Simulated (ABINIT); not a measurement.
Crystal: BP.

```
P B
1.0
     0.00000    2.26900    2.26900
     2.26900    0.00000    2.26900
     2.26900    2.26900    0.00000
P B
1 1
Cartesian
  3.4035 3.4035 3.4035
  0.0000 0.0000 0.0000
```

Base run:

| Item | Value |
| --- | --- |
| Program | ABINIT 10.8.3 (patched build) |
| Functional | PW91 |
| Potentials or basis | JTH PAW PBE v2.0 |
| Cutoff | 653 eV |
| k mesh | 10 × 10 × 10 |
| Occupations | fermi-dirac, width 0.05 eV |
| Spin | no spin polarisation |

Its results: band gap on the k mesh 1.28 eV, indirect (least direct gap 3.43 eV); pressure 1.0 GPa.

The run is repeated on the same cell with these changes: functional from PW91 to WC. What comes out?

Band gap on the k mesh 1.16 eV, indirect (least direct gap 3.38 eV); pressure -1.7 GPa.

WC binds more tightly than PW91, so the same cell stands under less pressure.

Caveats: the PAW data sets were made with another functional, which shifts forces and pressure a little.

A k mesh can miss the band edges.
